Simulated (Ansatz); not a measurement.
SiO2: pressure and largest V_zz against volume scale

Periodic Kohn-Sham DFT of a crystal at fixed atoms, scaled to volume_scale times the given cell; pressure positive in compression, energy less spherical unpolarised free atoms, largest_vzz the field gradient of largest size among the nuclei. The results are calculated, by Ansatz 0.2.0.

The cell before it is scaled or strained (space group P4_2/mnm, No. 136):
```
cell vectors (Å)
   4.1801     0.0000     0.0000
   0.0000     4.1801     0.0000
   0.0000     0.0000     2.6678
atoms (fractions of the cell vectors)
Si  0.00000  0.00000  0.00000
Si  0.50000  0.50000  0.50000
O   0.30670  0.30670  0.00000
O   0.19330  0.80670  0.50000
O   0.69330  0.69330  0.00000
O   0.80670  0.19330  0.50000
```

Settings of every row: method frozen-core PAW; functional PBEsol; relativity scalar; k mesh 6x6x9; filling fermi-dirac; smearing width 0.03 eV; wave cutoff 420 eV; paw set soft_2.

Atom start moment: 0 on all atoms.

Limits: PAW files made with PBE.

```csv
row,volume scale,V (Å³/atom),pressure (GPa),largest V_zz (1e21 V/m^2)
1,0.94,7.303,27.286,-10.145
2,0.96,7.458,18.693,-10.37
3,0.98,7.614,?,?
4,0.99,7.691,7.337,-10.693
5,1,7.769,3.921,-10.8
6,1.01,7.847,0.673,-10.907
7,1.02,7.925,-2.412,-11.012
8,1.04,8.08,-8.123,-11.219
9,1.06,8.235,-13.28,-11.422
```

Question: what pressure and largest V_zz should row 3 give?

Worked fit of pressure. Take u = (V_r/V)^(2/3) − 1 with V_r = 7.808 Å³ an atom, which is twice the finite (Eulerian) strain; such expansions in the strain, on which the Birch-Murnaghan equation of state is built, carry the rest volume and the bulk modulus. The shown rows have u = 0.04558, 0.03105, 0.01012, 0.00334, -0.00332, -0.00987, -0.02257, -0.03487. Least squares give pressure = 2.2764 + 487.969 × u + 1256.69 × u² + 1670 × u³ GPa; a parabola predicts inner rows, each left out in turn, worse (root mean square 0.027 against 0.009 GPa). The rows lie off it by -0.001, 0.004, -0.008, 0.001, 0.003, 0.007, -0.007, 0.002 (root mean square 0.0049 GPa). The pressure vanishes at u = -0.0047, or V = 7.864 Å³ an atom, and there the bulk modulus at fixed shape and fractions is B = −V dP/dV = (2/3)(1 + u) dP/du = 316 GPa. Letting shape and atoms relax would as a rule lower it, by much in layered, chain or molecular crystals. The withheld row has u = 0.01691, so the fit gives 2.2764 + 487.969 × (0.01691) + 1256.69 × (0.01691)² + 1670 × (0.01691)³ = 10.895 GPa.

The calculation gave 10.93 GPa. The fit lies 0.035 GPa (0.086 % of the column's range) below it; its largest miss of a shown row is 0.008 GPa.

Worked fit of largest V_zz. Take t = volume scale − 1. The shown rows have t = -0.06, -0.04, -0.01, 0, 0.01, 0.02, 0.04, 0.06. Least squares give largest V_zz = −10.8008 − 10.635 × t + 4.67 × t² 1e21 V/m^2; a straight line predicts inner rows, each left out in turn, worse (root mean square 0.0052 against 0.0014 1e21 V/m^2). The rows lie off it by 0.001, -0.002, 0.001, 0.001, 0.000, 0.000, 0.000, 0.000. The withheld row has t = -0.02, so the fit gives −10.8008 − 10.635 × (-0.02) + 4.67 × (-0.02)² = -10.586 1e21 V/m^2.

The calculation gave -10.585 1e21 V/m^2. The fit lies 0.001 1e21 V/m^2 (0.078 % of the column's range) below it, one unit of the last digit.
